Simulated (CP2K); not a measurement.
A run of CP2K 2026.2 is set up as follows.

File b_vcrelax.inp:

```
&GLOBAL
  PROJECT b_vcrelax
  RUN_TYPE CELL_OPT
  PRINT_LEVEL LOW
&END GLOBAL
&FORCE_EVAL
  METHOD QS
  STRESS_TENSOR ANALYTICAL
  &DFT
    BASIS_SET_FILE_NAME BASIS_MOLOPT_UZH
    POTENTIAL_FILE_NAME POTENTIAL_UZH
    &MGRID
      CUTOFF 450
      REL_CUTOFF 60
      NGRIDS 5
    &END MGRID
    &QS
      METHOD GPW
      EPS_DEFAULT 1.0E-10
      EXTRAPOLATION USE_PREV_P
    &END QS
    &KPOINTS
      SCHEME MONKHORST-PACK 12 7 5
      GAMMA_CENTERED T
    &END KPOINTS
    &SCF
      SCF_GUESS ATOMIC
      EPS_SCF 1.0E-6
      MAX_SCF 100
      ADDED_MOS 10
      CHOLESKY OFF
      EPS_EIGVAL 1.0E-7
      &DIAGONALIZATION ON
        ALGORITHM STANDARD
      &END DIAGONALIZATION
      &MIXING ON
        METHOD BROYDEN_MIXING
        ALPHA 0.4
        BETA 1.5
        NBUFFER 8
      &END MIXING
      &SMEAR ON
        METHOD FERMI_DIRAC
        ELECTRONIC_TEMPERATURE [K] 580.226
      &END SMEAR
    &END SCF
    &XC
      &XC_FUNCTIONAL
        &GGA_X_PBE
        &END GGA_X_PBE
        &GGA_C_PBE
        &END GGA_C_PBE
      &END XC_FUNCTIONAL
    &END XC
    &PRINT
      &KPOINTS ON
      &END KPOINTS
      &MULLIKEN ON
        &EACH
          CELL_OPT 0
        &END EACH
        ADD_LAST NUMERIC
      &END MULLIKEN
      &MO ON
        ENERGIES T
        OCCUPATION_NUMBERS T
        &EACH
          QS_SCF 0
          CELL_OPT 0
        &END EACH
        ADD_LAST NUMERIC
      &END MO
    &END PRINT
  &END DFT
  &SUBSYS
    &CELL
      A 1.6245600000 0.0000000000 0.0000000000
      B 0.0000000000 2.8661500000 0.0000000000
      C 0.0000000000 0.0000000000 3.9144000000
      PERIODIC XYZ
    &END CELL
    &COORD
      B   0.0000000000 1.4330750000 2.3848873440
      B   0.8122800000 0.0000000000 1.5295126560
    &END COORD
    &KIND B
      BASIS_SET TZVP-MOLOPT-PBE-GTH-q3
      POTENTIAL GTH-PBE-q3
    &END KIND
    &PRINT
      &ATOMIC_COORDINATES ON
      &END ATOMIC_COORDINATES
      &CELL ON
      &END CELL
    &END PRINT
  &END SUBSYS
  &PRINT
    &FORCES ON
    &END FORCES
    &STRESS_TENSOR ON
    &END STRESS_TENSOR
  &END PRINT
&END FORCE_EVAL
&MOTION
  &CELL_OPT
    OPTIMIZER BFGS
    MAX_ITER 40
    MAX_FORCE [eV*angstrom^-1] 0.03
    RMS_FORCE [eV*angstrom^-1] 0.03
    MAX_DR 1.0E-2
    RMS_DR 1.0E-2
    EXTERNAL_PRESSURE [bar] 0.0
    PRESSURE_TOLERANCE [bar] 500
    KEEP_SPACE_GROUP T
  &END CELL_OPT
  &PRINT
    &TRAJECTORY ON
    &END TRAJECTORY
    &CELL ON
    &END CELL
    &FORCES ON
    &END FORCES
    &STRESS ON
    &END STRESS
    &RESTART OFF
    &END RESTART
    &RESTART_HISTORY OFF
    &END RESTART_HISTORY
  &END PRINT
&END MOTION
```

Potentials or basis: POTENTIAL_UZH B GTH-PBE-q3; TZVP-MOLOPT-PBE-GTH basis.

Command:

```bash
$ OMP_NUM_THREADS=1 cp2k.psmp -i b_vcrelax.inp -o b_vcrelax.out
```

(1) Estimate the relaxed volume.

(2) Predict the space group after relaxing (to 0.05 Å).

(3) What does it give for the relaxed cell?

(4) What does it give for the band gap on the k mesh?

Results:

(1) 9.04 Å³/atom.

(2) Pmmn (No. 59).

(3) a = 1.625 Å, b = 2.845 Å, c = 3.910 Å, α = 90.00°, β = 90.00°, γ = 90.00°.

(4) none (metal or under the smearing width).

Caveat: this functional lacks dispersion, which binds the layers, so the pressure and a relaxed spacing across them are unreliable; the basis of atomic orbitals isn't converged, which shifts pressures, moduli and gaps.
